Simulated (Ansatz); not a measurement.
Level of theory: Ansatz, DFT PBE, scalar-relativistic, plane waves, PAW. All cells share a 420 eV cutoff and Γ-centred k meshes spaced at most about 0.3 Å⁻¹ (about 0.25 or finer for metals, 2π included). No spin polarisation in the final relaxations.

These are static total energies at zero pressure.

Two forms of MgH₂ were relaxed alike.

1.

```
Mg H
1.0
     3.27777    0.00000    0.00000
     0.00000    3.27777    0.00000
     0.00000    0.00000    2.67653
Mg H
1 2
Direct
  0.50000 0.50000 0.00000
  0.00000 0.50000 0.50000
  0.50000 0.00000 0.50000
```

2.

```
Mg H
1.0
     3.26327    0.00000    0.00000
     0.00000    3.25588    0.00000
     0.00000    0.00000    6.44055
Mg H
2 4
Direct
  0.00000 0.48579 0.49938
  0.00000 0.51421 0.99938
  0.00000 0.98749 0.64189
  0.00000 0.01251 0.14189
  0.50000 0.49761 0.85879
  0.50000 0.50239 0.35879
```

Question: Which would you expect to be lower, and how large is the difference?

Answer: Cell 2 is lower, by 155 meV/atom. Cell 1 has space group P4/mmm (No. 123), 9.6 Å³/atom and no gap on its mesh; cell 2 has space group Pmc2_1 (No. 26), 11.4 Å³/atom and a gap of 1.91 eV. Counting H atoms around Mg (those within 1.25 times the shortest such distance or 1.15 times the sum of covalent radii, 1.27 where that leaves under three), cell 1 has Mg 8 and cell 2 has Mg 4. The lower one is the more open, so pressure narrows the difference. Both come from invented guesses. The part of the Crystallography Open Database at hand lists MgH2 in space group No. 136, which no cell shown has.

Kohn–Sham gaps at this level usually fall short of measured ones. With hydrogen, zero-point motion can shift such differences by 10 meV/atom or more. Cells relaxed within their symmetry can be saddle points. The Pmc2_1 cell of MgH2 came from shaking the P4/mmm one.
